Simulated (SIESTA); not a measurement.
Pd:

```xyz
1
Lattice="0.0000 1.9465 1.9465 1.9465 0.0000 1.9465 1.9465 1.9465 0.0000" Properties=species:S:1:pos:R:3 pbc="T T T"
Pd    0.0000    0.0000    0.0000
```

Base run:

| Item | Value |
| --- | --- |
| Program | SIESTA 5.4.2 |
| Functional | vdW-DF-cx |
| Potentials or basis | PseudoDojo 0.4 standard (PBE files) |
| Basis | DZP (energy shift 0.003 Ry; two zetas on semicore shells) |
| Grid cutoff | 800 Ry |
| Energy shift | 0.003 Ry |
| k mesh | 12 × 12 × 12 |
| Occupations | fermi-dirac, width 0.05 eV |
| Spin | no spin polarisation |

Its results: band gap on the k mesh none (metal or under the smearing width); pressure -0.5 GPa.

Question: The run is repeated on the same cell with these changes: functional from vdW-DF-cx to AM05; potentials or basis from PseudoDojo 0.4 standard (PBE files) to PseudoDojo 0.4 standard (PBEsol files). What comes out?

Answer: Band gap on the k mesh none (metal or under the smearing width); pressure -6.9 GPa.

Caveats: the potentials were made for another functional, which shifts forces and pressure; the basis of atomic orbitals isn't converged, which shifts pressures, moduli and gaps.
